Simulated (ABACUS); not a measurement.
# CoO (P3m1) in ABACUS: a series of runs

The runs below take CoO through single point, with PBE.

Everything below comes from runs of ABACUS 3.10.1. Logs are shortened: lines on timing, memory, paths and dates and some standing lists are left out, and cuts for length are marked.

**1. The crystal as given**

The structure is hexagonal, space group P6_3mc (No. 186). The conventional cell has a = 3.198 Å, b = 3.198 Å, c = 5.229 Å, α = 90.00°, β = 90.00°, γ = 120.00°. Co (site symmetry 3m) is surrounded by 4 O at 1.93 to 1.97 Å. O (site symmetry 3m) is surrounded by 4 Co at 1.93 to 1.97 Å.

Measurements of this composition are mostly on another form, of space group No. 225.

**2. Single point, PBE, collinear spin, ferromagnetic start**

The input, INPUT:

```
INPUT_PARAMETERS
suffix              CoO
calculation         scf
basis_type          lcao
pseudo_dir          ./
orbital_dir         ./
symmetry            1
dft_functional      pbe
ecutwfc             100
pseudo_rcut         10
nspin               2
nbands              30
ks_solver           genelpa
smearing_method     fd
smearing_sigma      0.00367493
scf_thr             1e-07
scf_nmax            100
mixing_type         broyden
mixing_beta         0.4
cal_force           1
cal_stress          1
out_mul             1
```

The input, STRU:

```
ATOMIC_SPECIES
Co 58.9332 Co.upf
O 15.9990 O.upf

NUMERICAL_ORBITAL
Co_confined-atom_7au_3s2p2d1f.orb
O_confined-atom_6au_2s2p1d.orb

LATTICE_CONSTANT
1.8897261246

LATTICE_VECTORS
3.1976457435 0.0000000000 0.0000000000
-1.5988228718 2.7692424462 0.0000000000
0.0000000000 0.0000000000 5.2287097100

ATOMIC_POSITIONS
Direct

Co
0.0
2
0.3333333333 0.6666666667 0.5033624100 1 1 1 mag 2
0.0000000000 0.0000000000 0.0034741400 1 1 1 mag 2

O
0.0
2
0.3333333333 0.6666666667 0.8715556000 1 1 1 mag 0
0.0000000000 0.0000000000 0.3716088500 1 1 1 mag 0
```

The input, KPT:

```
K_POINTS
0
Gamma
10 10 5 0 0 0
```

Potentials or basis: PseudoDojo NC SR 0.4.1 PBE standard, DZP LCAO (the cutoffs set its grid).

Command:

```
OMP_NUM_THREADS=1 mpirun -np 4 abacus > log
```

running log:

```text
ABACUS v3.10.1

               Atomic-orbital Based Ab-initio Computation at UStc

 ------------------------------------------------------------------------------------

 READING GENERAL INFORMATION
                           global_out_dir = OUT.CoO/
                           global_in_card = INPUT
                               pseudo_dir = ./
                              orbital_dir = ./
                                    DSIZE = 4
                                    GSIZE = 1
[... 5 lines left out ...]

 READING ATOM TYPE 1
                               atom label = Co
                      L=0, number of zeta = 3
                      L=1, number of zeta = 2
                      L=2, number of zeta = 2
                      L=3, number of zeta = 1
             number of atom for this type = 2
               magnetization of element 1 = 2

 READING ATOM TYPE 2
                               atom label = O
                      L=0, number of zeta = 2
                      L=1, number of zeta = 2
                      L=2, number of zeta = 1
             number of atom for this type = 2
               magnetization of element 2 = 0

                        TOTAL ATOM NUMBER = 4
DIRECT COORDINATES
    atom                   x                   y                   z     mag                  vx                  vy                  vz
taud_Co1            0.3333333333        0.6666666667        0.5033624100  2.0000        0.0000000000        0.0000000000        0.0000000000
taud_Co2            0.0000000000        0.0000000000        0.0034741400  2.0000        0.0000000000        0.0000000000        0.0000000000
taud_O1            0.3333333333        0.6666666667        0.8715556000  0.0000        0.0000000000        0.0000000000        0.0000000000
taud_O2            0.0000000000        0.0000000000        0.3716088500  0.0000        0.0000000000        0.0000000000        0.0000000000

                          Volume (Bohr^3) = 312.451
                             Volume (A^3) = 46.3005

 Lattice vectors: (Cartesian coordinate: in unit of a_0)
             +3.19765                  +0                  +0
             -1.59882            +2.76924                  +0
                   +0                  +0            +5.22871
 Reciprocal vectors: (Cartesian coordinate: in unit of 2 pi/a_0)
             +0.31273           +0.180555                  -0
                   -0            +0.36111                  -0
                   +0                  -0           +0.191252
 The esolver type has been set to : ksdft_lcao

                PAO radial cut off (Bohr) = 10

 Read in pseudopotential file is Co.upf
                     pseudopotential type = NC
          exchange-correlation functional = PBE
                 nonlocal core correction = 1
                        valence electrons = 17
                                     lmax = 2
                           number of zeta = 4
                     number of projectors = 6
                           L of projector = 0
[... 5 lines left out ...]
                PAO radial cut off (Bohr) = 10

 Read in pseudopotential file is O.upf
                     pseudopotential type = NC
          exchange-correlation functional = PBE
                 nonlocal core correction = 1
                        valence electrons = 6
                                     lmax = 2
                           number of zeta = 2
                     number of projectors = 5
                           L of projector = 0
                           L of projector = 0
                           L of projector = 1
                           L of projector = 1
                           L of projector = 2
     initial pseudo atomic orbital number = 28
 The readin total magnetization is 4

 SETUP THE ELECTRONS NUMBER
            electron number of element Co = 17
      total electron number of element Co = 34
             electron number of element O = 6
       total electron number of element O = 12
            AUTOSET number of electrons:  = 46
                           occupied bands = 23
                                   NLOCAL = 78
                                   NBANDS = 30
                                   NBANDS = 30
                                   NLOCAL = 78

%%%%%%%%%%%%%%%%%%%%%%%%%%%%%%%%%%%%%%%%%%%%%%%%%%%%%%%%%%%%%%%%%%%%%%%%%%%%%%%%%%%%%%%%%%%%%%%%%%%%%%%%%%
 Warning: the number of valence electrons in pseudopotential > 9 for Co: [Ar] 3d7 4s2
 Pseudopotentials with additional electrons can yield (more) accurate outcomes, but may be less efficient.
 If you're confident that your chosen pseudopotential is appropriate, you can safely ignore this warning.
%%%%%%%%%%%%%%%%%%%%%%%%%%%%%%%%%%%%%%%%%%%%%%%%%%%%%%%%%%%%%%%%%%%%%%%%%%%%%%%%%%%%%%%%%%%%%%%%%%%%%%%%%%

[... 92 lines left out ...]
                                    ibrav = 4
                       right hand lattice = 1
                        ROTATION MATRICES = 24
                               nkstot_ibz = 58
K-POINTS REDUCTION ACCORDING TO SYMMETRY
     IBZ    DIRECT_X    DIRECT_Y    DIRECT_Z  WEIGHT  ibz2bz
       1  0.00000000  0.00000000  0.00000000  0.0020       0
       2 -0.10000000  0.10000000  0.00000000  0.0120       1
       3 -0.20000000  0.20000000  0.00000000  0.0120       2
       4 -0.30000000  0.30000000  0.00000000  0.0120       3
       5 -0.40000000  0.40000000  0.00000000  0.0120       4
       6  0.50000000  0.50000000  0.00000000  0.0060       5
[... 22 lines left out ...]
      29  0.40000000  0.50000000  0.20000000  0.0240     115
      30  0.40000000 -0.30000000  0.20000000  0.0240     116
[... 28 further k points ...]

                               nkstot now = 58
[... K-POINTS DIRECT COORDINATES: 58 rows ...]

           k-point number in this process = 58
       minimum distributed K point number = 58
[... stars of the k points ...]
                             nks(nspin=2) = 116
                          nkstot(nspin=2) = 116

[... K-POINTS CARTESIAN COORDINATES: 116 rows ...]

[... K-POINTS DIRECT COORDINATES: 116 rows ...]

 SETUP PLANE WAVES FOR WAVE FUNCTIONS
     energy cutoff for wavefunc (unit:Ry) = 100
              fft grid for wave functions = [ 40, 40, 64 ]
                    number of plane waves = 7187
                         number of sticks = 313

 PARALLEL PW FOR WAVE FUNCTIONS
     PROC   COLUMNS(POT)             PW
        1             78           1796
        2             78           1796
        3             78           1798
        4             79           1797
 --------------- sum -------------------
        4            313           7187

 SET NONLOCAL PSEUDOPOTENTIAL PROJECTORS
 SET NONLOCAL PSEUDOPOTENTIAL PROJECTORS
 max number of nonlocal projetors among all species is 6

 -------------------------------------------
 SELF-CONSISTENT
 -------------------------------------------

 SETUP SEARCHING RADIUS FOR PROGRAM TO SEARCH ADJACENT ATOMS
                  longest orb rcut (Bohr) = 7
   longest nonlocal projector rcut (Bohr) = 1.7
                     search radius (Bohr) = 17.4
              searching radius is (Bohr)) = 17.4
         searching radius unit is (Bohr)) = 1.89
                         PeriodicBoundary = 1
                        Radius(unit:lat0) = 9.21
                                   glayer = [ 5, 5, 3 ]
                             glayer_minus = [ 4, 4, 2 ]

Find the coordinate range of the input atom(unit:lat0).
                                  min_tau = [ -19.2, -11.1, -10.4 ]
                                  max_tau = [ 19.2, 12.9, 15 ]
                                BoxNumber = [ 9, 9, 5 ]

 SETUP EXTENDED REAL SPACE GRID FOR GRID INTEGRATION
                          real space grid = [ 40, 40, 64 ]
                 big cell numbers in grid = [ 8, 8, 16 ]
             meshcell numbers in big cell = [ 5, 5, 4 ]
                        extended fft grid = [ 11, 11, 12 ]
                dimension of extened grid = [ 31, 31, 41 ]
                            UnitCellTotal = 75
              Atom number in sub-FFT-grid = 4
    Local orbitals number in sub-FFT-grid = 78
                                ParaV.nnr = 64303
                                 init_chg = atomic

 LCAO ALGORITHM --------------- ION=   1  ELEC=   1--------------------------------
          total magnetism (Bohr mag/cell) = 5.41342
       absolute magnetism (Bohr mag/cell) = 5.41356
                        nelec for spin up = 25.7067
                      nelec for spin down = 20.2933
[... 286 lines left out ...]
 Density error is 7.42302124264e-08
----------------------------------------------------------
     Energy           Rydberg                 eV
----------------------------------------------------------
 E_KohnSham     -678.1451197032      -9226.6376988556
 E_KS(sigma->0) -678.1441751542      -9226.6248476074
 E_Harris       -678.1451231489      -9226.6377457371
 E_band         -53.9867918947       -734.5279865088
 E_one_elec     -374.3339074580      -5093.0740960329
 E_Hartree      211.5769370188       2878.6519088426
 E_xc           -128.9071039057      -1753.8711257949
 E_Ewald        -386.4791562604      -5258.3186833739
 E_entropy(-TS) -0.0018890980        -0.0257024964
 E_descf        0.0000000000         0.0000000000
 E_exx          0.0000000000         0.0000000000
 E_Fermi        0.8217953101         11.1810988075
----------------------------------------------------------

 charge density convergence is achieved
 final etot is -9226.6376989 eV
 EFERMI = 11.181098807 eV

 STATE ENERGY(eV) AND OCCUPATIONS    NSPIN == 2
SPIN UP :
 1/58 kpoint (Cartesian) = 0.0000 0.0000 0.0000 (1321 pws)
       1       -85.3342     0.00200000
       2       -85.3325     0.00200000
       3       -48.7858     0.00200000
       4       -48.7654     0.00200000
       5       -48.6769     0.00200000
       6       -48.6769     0.00200000
[... 182 lines left out ...]
      29        18.2983    9.09080e-65
      30        20.4447    2.06923e-83

[... levels at 110 further k points ...]

-------------------------------------------------
 Total Magnetism (uB)
-------------------------------------------------
                        Co1         2.6166709669
                        Co2         2.6166426446
                         O1         0.3511165383
                         O2         0.3509694711
-------------------------------------------------

 correction force for each atom along direction 1 is -0.000349458
 correction force for each atom along direction 2 is -0.000306094
 correction force for each atom along direction 3 is 1.05002e-06
------------------------------------------------------------------------------------------
 TOTAL-FORCE (eV/Angstrom)
------------------------------------------------------------------------------------------
                       Co1         0.0000000000         0.0000000000        -0.2943702163
                       Co2         0.0000000000         0.0000000000        -0.3010029686
                        O1         0.0000000000         0.0000000000         0.2979228139
                        O2         0.0000000000         0.0000000000         0.2974503710
------------------------------------------------------------------------------------------

----------------------------------------------------------------
 TOTAL-STRESS (KBAR)
----------------------------------------------------------------
         6.7855974952         0.0000000001         0.0000000000
         0.0000000001         6.7855974951         0.0000000000
         0.0000000000        -0.0000000000        43.1382684976
----------------------------------------------------------------
 TOTAL-PRESSURE: 18.903154 KBAR

 --------------------------------------------
 !FINAL_ETOT_IS -9226.6376988556130527 eV
 --------------------------------------------
```

Run time: 29 s. Hardware: 4 MPI ranks of AMD EPYC 7B13 (Zen 3), shared host; peak memory 0.56 GiB.

What came out:

| Item | Value |
| --- | --- |
| Free energy | -9226.6377 eV |
| Pressure | 1.9 GPa |
| Largest force | 0.301 eV/Å |
| Band gap on the k mesh | none (metal or under the smearing width) |
| Net moment | 5.94 μB per cell |
| Absolute moment | 5.94 μB per cell |
| Site moments | Co +2.62; O +0.35 μB |
| Mulliken charges | Co +0.37; O -0.37 e |

Forces on the atoms (eV/Å):
```
Co   0.000  0.000 -0.294
Co   0.000  0.000 -0.301
O    0.000  0.000  0.298
O    0.000  0.000  0.297
```

Caveat: the atomic orbitals were generated for these runs and aren't a published set; Mulliken charges move with the basis; the basis of atomic orbitals isn't converged, which shifts pressures, moduli and gaps; semilocal functionals often make such compounds metallic where correlation or magnetic order opens a gap, which also shifts bond lengths. With open d or f shells a metallic result of PBE can be an artefact of self-interaction; +U or a hybrid may open a gap.

**3. Single point, PBE, collinear spin, ferromagnetic start (atoms moved at random, drawn with an rms of 0.05 Å)**

INPUT is that of step 2.

The input, STRU:

```
ATOMIC_SPECIES
Co 58.9332 Co.upf
O 15.9990 O.upf

NUMERICAL_ORBITAL
Co_confined-atom_7au_3s2p2d1f.orb
O_confined-atom_6au_2s2p1d.orb

LATTICE_CONSTANT
1.8897261246

LATTICE_VECTORS
3.1976457435 0.0000000000 0.0000000000
-1.5988228718 2.7692424462 0.0000000000
0.0000000000 0.0000000000 5.2287097100

ATOMIC_POSITIONS
Direct

Co
0.0
2
0.3360110000 0.6774830000 0.4959470000 1 1 1 mag 2
0.0116800000 0.0069190000 0.0012790000 1 1 1 mag 2

O
0.0
2
0.3425860000 0.6630980000 0.8624600000 1 1 1 mag 0
-0.0158960000 -0.0233000000 0.3705840000 1 1 1 mag 0
```

KPT is that of step 2.

Potentials or basis: PseudoDojo NC SR 0.4.1 PBE standard, DZP LCAO (the cutoffs set its grid).

Command:

```
OMP_NUM_THREADS=1 mpirun -np 4 abacus > log
```

Wall time 70 s (4 MPI ranks of AMD EPYC 7B13 (Zen 3), shared host); peak memory 0.8 GiB.

Results (log left out):

* Free energy: -9226.6034 eV
* Pressure: 2.0 GPa
* Largest force: 0.549 eV/Å
* Band gap on the k mesh: none (metal or under the smearing width)
* Net moment: 5.92 μB per cell
* Absolute moment: 5.93 μB per cell
* Site moments: Co +2.61; O +0.36, +0.35 μB
* Mulliken charges: Co +0.35, +0.37; O -0.37, -0.36 e

Forces in eV/Å, atoms in the order of the input:
```
Co  -0.070 -0.487 -0.181
Co   0.050 -0.132 -0.362
O   -0.053  0.110  0.535
O    0.073  0.509  0.008
```

Stress tensor (GPa, compression positive):
```
 2.58  0.56  0.00
 0.56 -0.91 -1.53
 0.00 -1.53  4.27
```

Caveat: the atomic orbitals were generated for these runs and aren't a published set; Mulliken charges move with the basis; the basis of atomic orbitals isn't converged, which shifts pressures, moduli and gaps; semilocal functionals often make such compounds metallic where correlation or magnetic order opens a gap, which also shifts bond lengths.
